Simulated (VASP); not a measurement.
# BaTiO3 (P4mm) in VASP: relaxation of cell and atoms with PBEsol

Aim: the relaxation of cell and atoms of BaTiO3 with PBEsol.

All numbers are computed with VASP 6.6.1; they aren't measurements. Logs are shortened: lines on timing, memory, paths and dates and some standing lists are left out, and cuts for length are marked.

### Step 1. Starting point

The structure is tetragonal, space group P4mm (No. 99). Conventional cell: a = 3.966 Å, b = 3.966 Å, c = 4.066 Å, α = 90.00°, β = 90.00°, γ = 90.00°. Around Ba (site symmetry 4mm) lie 12 O at 2.79 to 2.89 Å. Around Ti (site symmetry 4mm) lie 5 O at 1.84 to 1.99 Å. O (site symmetry 4mm) is surrounded by 1 Ti at 1.84 Å. O (site symmetry 2mm) is surrounded by 2 Ti at 1.99 Å.

### Step 2. Relaxation of cell and atoms, PBEsol

File INCAR:

```
PREC = Accurate
ENCUT = 600
EDIFF = 1E-7
ISMEAR = 0
SIGMA = 0.03
LREAL = False
LASPH = True
NELM = 80
ALGO = Normal
ISIF = 3
LWAVE = False
LCHARG = False
GGA = PS
IBRION = 2
NSW = 90
EDIFFG = -0.005
KPAR = 2
```

File KPOINTS:

```
regular mesh
0
Gamma
  8 8 8
```

File POSCAR:

```
BaTiO3                                  
1.0
    3.9664534134      0.0000000000      0.0000000000
    0.0000000000      3.9664534134     -0.0000000000
    0.0000000000     -0.0000000000      4.0662622655
  Ba              Ti              O             
     1     1     3
Direct
     0.0000000000000000    0.0000000000000000    0.9986466701000166
     0.5000000000000000    0.5000000000000000    0.4820003778330460
     0.5000000000000000    0.5000000000000000    0.0290292087558446
     0.5000000000000000    0.0000000000000000    0.5166618716555496
     0.0000000000000000    0.5000000000000000    0.5166618716555496
```

Potentials or basis: VASP PAW PBE potentials, release 64 (Ba_sv, Ti_sv, O).

Run with:

```bash
$ cat potpaw_PBE.64/Ba_sv/POTCAR potpaw_PBE.64/Ti_sv/POTCAR potpaw_PBE.64/O/POTCAR > POTCAR
$ mpirun -np 2 vasp_std > vasp.out
```

OUTCAR:

```text
PREC = Accurate
   ENCUT = 600
   EDIFF = 1E-7
   ISMEAR = 0
   LREAL = False
   LASPH = True
   NELM = 80
   ISIF = 3
   GGA = PS
   IBRION = 2
   NSW = 90
   EDIFFG = -0.005

 ion  position               nearest neighbor table
   1  0.000  0.000  0.999-   4 2.79   5 2.79   5 2.79   4 2.79   3 2.81   3 2.81   3 2.81   3 2.81
                             4 2.89   5 2.89   5 2.89   4 2.89   2 3.42   2 3.42   2 3.42   2 3.42
   2  0.500  0.500  0.482-   3 1.84   4 1.99   5 1.99   4 1.99   5 1.99   3 2.22   1 3.42   1 3.42
                             1 3.42   1 3.42   1 3.50   1 3.50   1 3.50   1 3.50
   3  0.500  0.500  0.029-   2 1.84   2 2.22   1 2.81   1 2.81   1 2.81   1 2.81
   4  0.500  0.000  0.517-   2 1.99   2 1.99   1 2.79   1 2.79   1 2.89   1 2.89
   5  0.000  0.500  0.517-   2 1.99   2 1.99   1 2.79   1 2.79   1 2.89   1 2.89

  LATTYP: Found a simple tetragonal cell.
 ALAT       =     3.9664534134
 C/A-ratio  =     1.0251632483

  Lattice vectors:

 A1 = (   3.9664534134,   0.0000000000,   0.0000000000)
 A2 = (   0.0000000000,   3.9664534134,   0.0000000000)
 A3 = (   0.0000000000,   0.0000000000,   4.0662622655)

Analysis of symmetry for initial positions (statically):
=====================================================================
 Subroutine PRICEL returns:
 Original cell was already a primitive cell.

 Routine SETGRP: Setting up the symmetry group for a
 simple tetragonal supercell.

 Subroutine GETGRP returns: Found  8 space group operations
 (whereof  8 operations were pure point group operations)
 out of a pool of 16 trial point group operations.

The static configuration has the point symmetry C_4v.

Analysis of symmetry for dynamics (positions and initial velocities):
=====================================================================
 Subroutine PRICEL returns:
 Original cell was already a primitive cell.

 Routine SETGRP: Setting up the symmetry group for a
 simple tetragonal supercell.

 Subroutine GETGRP returns: Found  8 space group operations
 (whereof  8 operations were pure point group operations)
 out of a pool of 16 trial point group operations.

The dynamic configuration has the point symmetry C_4v.

 Subroutine INISYM returns: Found  8 space group operations
 (whereof  8 operations are pure point group operations),
 and found     1 'primitive' translations

----------------------------------------------------------------------------------------

                                     Primitive cell

  volume of cell :      63.9735

  direct lattice vectors                    reciprocal lattice vectors
     3.966453413  0.000000000  0.000000000     0.252114394  0.000000000  0.000000000
     0.000000000  3.966453413  0.000000000     0.000000000  0.252114394  0.000000000
     0.000000000  0.000000000  4.066262265     0.000000000  0.000000000  0.245926095

  length of vectors
     3.966453413  3.966453413  4.066262265     0.252114394  0.252114394  0.245926095

  position of ions in fractional coordinates (direct lattice)
     0.000000000  0.000000000  0.998646670
     0.500000000  0.500000000  0.482000378
     0.500000000  0.500000000  0.029029209
     0.500000000  0.000000000  0.516661872
     0.000000000  0.500000000  0.516661872

  ion indices of the primitive-cell ions
   primitive index   ion index
                 1           1
                 2           2
                 3           3
                 4           4
                 5           5

----------------------------------------------------------------------------------------

 KPOINTS: regular mesh

[... 76 lines left out ...]
   TEBEG  =    0.0;   TEEND  =   0.0 temperature during run
   PSTRESS=    0.0 pullay stress
   NELECT =      40.0000    total number of electrons
   NUPDOWN=      -1.0000    fix difference up-down
   EMIN   =  10.00;   EMAX   =-10.00  energy-range for DOS
   EFERMI =   0.00;   METHOD = LEGACY
   ISMEAR =     0;   SIGMA  =   0.03  broadening in eV -4-tet -1-fermi 0-gaus
   EFERMI_NEDOS =   21; number of points for ismear=-14 and -15
   IALGO  =     38    algorithm
   IMIX   =      4    mixing-type and parameters
     AMIX     =   0.40;   BMIX     =  1.00
     AMIX_MAG =   1.60;   BMIX_MAG =  1.00
  volume/ion in A,a.u.               =      12.79        86.34
  Fermi-wavevector in a.u.,A,eV,Ry     =   1.399893  2.645414 26.663337  1.959700
  Thomas-Fermi vector in A             =   2.522907
   LORBIT       =      0    0 simple, 1 ext, 2 COOP (PROOUT), +10 PAW based schemes
   GGA     = PS    functional components
   LHFCALC =     F    Hartree Fock is set to
   AEXX    =    0.0000 exact exchange contribution
   IVDW    =     0    specifies the selected vdW correction
   LEPSILON=     F    determine dielectric tensor
   LRPA    =     F    only Hartree local field effects (RPA)
 conjugate gradient relaxation of ions
 non-spin polarized calculation
 Gauss-broadening in eV      SIGMA  =   0.03
  energy-cutoff  :      600.00
  volume of cell :       63.97
 maximum number of plane-waves:      2208
 NGX is ok and might be reduce to    32
   NGX = 15   NGY = 15   NGZ = 17

--------------------------------------- Ionic step        1  -------------------------------------------

 number of electron      39.9999996 magnetization

 Free energy of the ion-electron system (eV)
  ---------------------------------------------------
  ext. energy  EPLUGINS =         0.00000000
  ---------------------------------------------------
  free energy    TOTEN  =       -42.00777654 eV

  energy without entropy =      -42.00777654  energy(sigma->0) =      -42.00777654

------------------------ aborting loop because EDIFF is reached ----------------------------------------

  FORCE on cell =-STRESS in cart. coord.  units (eV):
  Direction    XX          YY          ZZ          XY          YZ          ZX
  --------------------------------------------------------------------------------------
  -------------------------------------------------------------------------------------
  Total        0.0180290      0.0180290     -0.0151090      0.0000000      0.0000000      0.0000000
  in kB        0.4515257      0.4515257     -0.3783956      0.0000000      0.0000000      0.0000000
  external PRESSURE =       0.1748853 kB  Pullay stress =       0.0000000 kB

 VOLUME and BASIS-vectors are now :
 -----------------------------------------------------------------------------
  energy-cutoff  :      600.00
  volume of cell :       63.97
      direct lattice vectors                 reciprocal lattice vectors
     3.966453413  0.000000000  0.000000000     0.252114394  0.000000000  0.000000000
     0.000000000  3.966453413  0.000000000     0.000000000  0.252114394  0.000000000
     0.000000000  0.000000000  4.066262265     0.000000000  0.000000000  0.245926095

 POSITION                                       TOTAL-FORCE (eV/Angst)
 -----------------------------------------------------------------------------------
      0.00000      0.00000      4.06076         0.000000     -0.000000     -0.003782
      1.98323      1.98323      1.95994         0.000000     -0.000000     -0.006304
      1.98323      1.98323      0.11804         0.000000      0.000000      0.006008
      1.98323      0.00000      2.10088        -0.000000      0.000000      0.002039
      0.00000      1.98323      2.10088         0.000000     -0.000000      0.002039
 -----------------------------------------------------------------------------------
    total drift:                                0.000000     -0.000000      0.000220

  FREE ENERGIE OF THE ION-ELECTRON SYSTEM (eV)
  ---------------------------------------------------
  free  energy   TOTEN  =       -42.0077765437 eV

  energy  without entropy=      -42.0077765437  energy(sigma->0) =      -42.00777654

--------------------------------------- Ionic step        2  -------------------------------------------

 number of electron      39.9999996 magnetization

 Free energy of the ion-electron system (eV)
  ---------------------------------------------------
  ext. energy  EPLUGINS =         0.00000000
  ---------------------------------------------------
  free energy    TOTEN  =       -42.00778232 eV

  energy without entropy =      -42.00778232  energy(sigma->0) =      -42.00778232

 E-fermi :   3.9950     XC(G=0): -11.5162

 val. band max:        3.8169478539   @ k =   0.5000   0.5000   0.5000
 cond. band min:       5.5816705809   @ k =   0.0000   0.0000   0.0000
 fundamental gap:      1.7647227270
 Fermi energy:         3.9950418481

 k-point     1 :       0.0000    0.0000    0.0000
  band No.  band energies     occupation
      1     -52.4635      2.00000
      2     -28.8703      2.00000
      3     -28.7928      2.00000
      4     -28.7928      2.00000
      5     -21.0793      2.00000
      6     -13.1120      2.00000
[... 637 lines left out ...]
     23       7.4666      0.00000
     24       8.5790      0.00000

 [... further k-points ...]

------------------------ aborting loop because EDIFF is reached ----------------------------------------

  FORCE on cell =-STRESS in cart. coord.  units (eV):
  Direction    XX          YY          ZZ          XY          YZ          ZX
  --------------------------------------------------------------------------------------
  -------------------------------------------------------------------------------------
  Total       -0.0042346     -0.0042346      0.0010230      0.0000000     -0.0000000      0.0000000
  in kB       -0.1060306     -0.1060306      0.0256150      0.0000000     -0.0000000      0.0000000
  external PRESSURE =      -0.0621488 kB  Pullay stress =       0.0000000 kB

 VOLUME and BASIS-vectors are now :
 -----------------------------------------------------------------------------
  energy-cutoff  :      600.00
  volume of cell :       63.99
      direct lattice vectors                 reciprocal lattice vectors
     3.967143392  0.000000000  0.000000000     0.252070546  0.000000000  0.000000000
     0.000000000  3.967143392 -0.000000000     0.000000000  0.252070546 -0.000000000
     0.000000000  0.000000000  4.065669487     0.000000000  0.000000000  0.245961951

 POSITION                                       TOTAL-FORCE (eV/Angst)
 -----------------------------------------------------------------------------------
      0.00000      3.96714      4.05998         0.000000     -0.000000     -0.003296
      1.98357      1.98357      1.95935         0.000000      0.000000      0.001096
      1.98357      1.98357      0.11831         0.000000     -0.000000     -0.000879
      1.98357      0.00000      2.10067        -0.000000      0.000000      0.001540
      0.00000      1.98357      2.10067         0.000000      0.000000      0.001540
 -----------------------------------------------------------------------------------
    total drift:                                0.000000     -0.000000      0.000151

  FREE ENERGIE OF THE ION-ELECTRON SYSTEM (eV)
  ---------------------------------------------------
  free  energy   TOTEN  =       -42.0077823181 eV

  energy  without entropy=      -42.0077823181  energy(sigma->0) =      -42.00778232

 reached required accuracy - stopping structural energy minimisation
```

Run time: 97 s. Hardware: 2 MPI ranks of Intel Xeon Platinum 8175M at 2.50GHz (Skylake/Cascade Lake), shared host; peak memory 0.28 GiB.

What came out:

* Free energy: -42.0078 eV
* Relaxed volume: 12.80 Å³/atom
* Relaxed cell: a = 3.967 Å, b = 3.967 Å, c = 4.066 Å, α = 90.00°, β = 90.00°, γ = 90.00°
* Space group after relaxing (to 0.05 Å): P4mm (No. 99)
* Energy gained by relaxing: 0.0 meV/atom
* Ionic steps: 2
* Pressure after relaxing: 0.0 GPa
* Largest force after relaxing: 0.003 eV/Å
* Band gap on the k mesh: 1.76 eV, indirect (least direct gap 2.19 eV)

Forces in eV/Å, atoms in the order of the input:
```
Ba   0.000  0.000 -0.003
Ti   0.000  0.000  0.001
O    0.000  0.000 -0.001
O    0.000  0.000  0.002
O    0.000  0.000  0.002
```

Final structure:
```
CELL_PARAMETERS angstrom
3.96714 0.00000 0.00000
0.00000 3.96714 0.00000
0.00000 0.00000 4.06567
ATOMIC_POSITIONS crystal
Ba 0.00000 0.00000 0.99860
Ti 0.50000 0.50000 0.48193
O 0.50000 0.50000 0.02910
O 0.50000 0.00000 0.51669
O 0.00000 0.50000 0.51669
```

Levels at points of the mesh, in eV from the valence-band top:
```tsv
k point	band 16	band 17	band 18	band 19	band 20	band 21	band 22	band 23	band 24
(0.00, 0.00, 0.00)	-1.47	-1.26	-0.54	-0.43	-0.43	1.76	2.16	2.16	4.15
(0.50, 0.00, 0.00)	-2.06	-1.96	-1.77	-1.23	-1.05	2.29	3.56	3.63	4.19
(0.50, 0.50, 0.00)	-2.95	-1.89	-1.05	-1.05	-0.08	3.66	3.66	4.02	4.59
(0.00, 0.00, 0.50)	-2.07	-2.07	-2.07	-0.74	-0.74	1.92	3.57	3.57	4.14
(0.50, 0.00, 0.50)	-2.78	-1.80	-1.02	-0.98	-0.33	3.58	3.60	3.93	4.97
(0.50, 0.50, 0.50)	-2.53	-2.53	-0.24	-0.24	0.00	4.20	4.20	4.25	6.33
```

Caveat: the PAW data sets were made with another functional, which shifts forces and pressure a little; spin-orbit coupling is left out, which moves the levels of the heavy elements.
